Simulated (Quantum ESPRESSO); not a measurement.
**Ta in Quantum ESPRESSO: the effect of functional**

Crystal: Ta.

```
CELL_PARAMETERS angstrom
-1.65128 1.65128 1.65128
1.65128 -1.65128 1.65128
1.65128 1.65128 -1.65128
ATOMIC_POSITIONS crystal
Ta 0.00000 0.00000 0.00000
```

Alike in all runs:

* Program: Quantum ESPRESSO 7.5
* Task: phonon dispersion
* Cutoff: 789 eV
* Density cutoff: 3157 eV
* k mesh: 10 × 10 × 10
* Occupations: cold, width 0.2 eV
* Spin: no spin polarisation

Each run relaxes the cell or the atoms first.

One run gave: relaxed volume 17.81 Å³/atom; highest phonon frequency 154 cm⁻¹. Which functional did it use?
A. PBEsol
B. PBE
C. LDA

A.

| functional | potentials or basis | relaxed volume (Å³/atom) | highest phonon frequency (cm⁻¹) |
| --- | --- | --- | --- |
| LDA | PseudoDojo 0.4.1 SR LDA standard | 17.26 | 156 |
| PBE | PseudoDojo 0.4.1 SR PBE standard | 18.38 | 148 |
| PBEsol | PseudoDojo 0.4.1 SR PBEsol standard | 17.81 | 154 |

Caveats: the mesh is thin for the phonons of a metal; some modes are imaginary (some runs).
